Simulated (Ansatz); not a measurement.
V: from a first guess to the relaxed hcp type

First guess:

```
CELL_PARAMETERS angstrom
2.54534 0.00000 0.00000
-1.27267 2.20433 0.00000
0.00000 0.00000 4.12345
ATOMIC_POSITIONS crystal
V 0.33333 0.66667 0.25000
V 0.66667 0.33333 0.75000
```

All numbers below come from DFT, PBE, PAW with Ansatz's default frozen-core files, scalar-relativistic in Ansatz 0.2.0.

Cell and atoms relax within the symmetry of the start on a 18×18×10 k mesh with 0.08 eV Fermi–Dirac smearing, from parallel moments.

The start is built from a prototype, known or not as a phase of this compound; the cutoff is 420 eV.

The magnetic state is the one reached from parallel moments; other orders may lie lower.

What is the pressure of the first guess?

44.7 GPa.

What does it relax to?

a = 2.613 Å, b = 2.613 Å, c = 4.688 Å, α = 90.00°, β = 90.00°, γ = 120.00° (conventional cell), 13.85 Å³ per atom:
Space group P6_3/mmc (No. 194). a = 2.613 Å, b = 2.613 Å, c = 4.688 Å, α = 90.00°, β = 90.00°, γ = 120.00°
| atom | site | symmetry | x | y | z |
| --- | --- | --- | --- | --- | --- |
| V | 2c | -6m2 | 0.3333 | 0.6667 | 0.2500 |

How much energy does the relaxation release?

316 meV/atom.

What moment does the relaxed primitive cell (2 atoms) carry?

0.00 μB.
